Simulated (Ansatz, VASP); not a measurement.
This is a calculation of Sb for Ansatz 0.2.0.

File input.yaml:

```yaml
crystal:
  lattice:
    - [-1.597286512, 1.597286512, 2.7476259243]
    - [1.597286512, -1.597286512, 2.7476259243]
    - [1.597286512, 1.597286512, -2.7476259243]
  atoms:
    - { symbol: Sb, position: [0.0, 0.0, 0.0] }
hamiltonian:
  xc: pbe
  pseudopotentials: { kind: paw, azcp: { folder: soft_1 } }
kpoints:
  mp_grid: { grid: [12, 12, 12] }
scf:
  occupations: { method: fermi_dirac, width: 0.05 }
output:
  forces: true
  stress: true
  eigenvalues: true
```

Potentials or basis: Ansatz PAW soft_1.

Command:

```bash
$ ansatz run input.yaml --threads 1 --pin off --max-ram 3584MiB --backend cpu --events-out ev --progress --plain --runs-dir out
```

Question: Set up the same calculation for VASP 6.6.1. Potentials there: VASP PAW PBE potentials, release 64 (Sb).

Answer: As run (the cutoff follows the program's own potentials):

INCAR

```
SYSTEM = Sb
ALGO = Normal
EDIFF = 1E-6
ENCUT = 520
GGA = PE
ISIF = 2
ISMEAR = -1
LASPH = .True.
LCHARG = .False.
LREAL = .False.
LWAVE = .False.
NBANDS = 8
NELM = 60
PREC = Accurate
SIGMA = 0.05
```

The input KPOINTS:

```
k-points
0
Gamma
  12 12 12
  0 0 0
```

File POSCAR:

```
Sb
1.0
   -1.5972865120      1.5972865120      2.7476259243
    1.5972865120     -1.5972865120      2.7476259243
    1.5972865120      1.5972865120     -2.7476259243
Sb
1
Direct
    0.0000000000      0.0000000000      0.0000000000
```

Potentials or basis: VASP PAW PBE potentials, release 64 (Sb).

Run with:

```bash
$ cat potpaw_PBE.64/Sb/POTCAR > POTCAR
$ mpirun -np 1 vasp_std > vasp.out
```

Both were run:

|  | VASP | Ansatz | Ansatz less VASP |
| --- | --- | --- | --- |
| gap on the k mesh at the Fermi level (eV) | none | none | - |
| pressure (GPa) | -0.7 | -0.6 | +0.12 |
| largest component of the traceless stress (GPa) | 0.15 | 0.14 | -0.007 |

A gap of «none» marks a metal or a gap that the smearing closes. The functional is the same, so the differences come from potentials, cutoffs and numerics. The two sets of potentials don't hold the same shells in valence.

Spin-orbit coupling is left out, which matters for the levels of Sb.
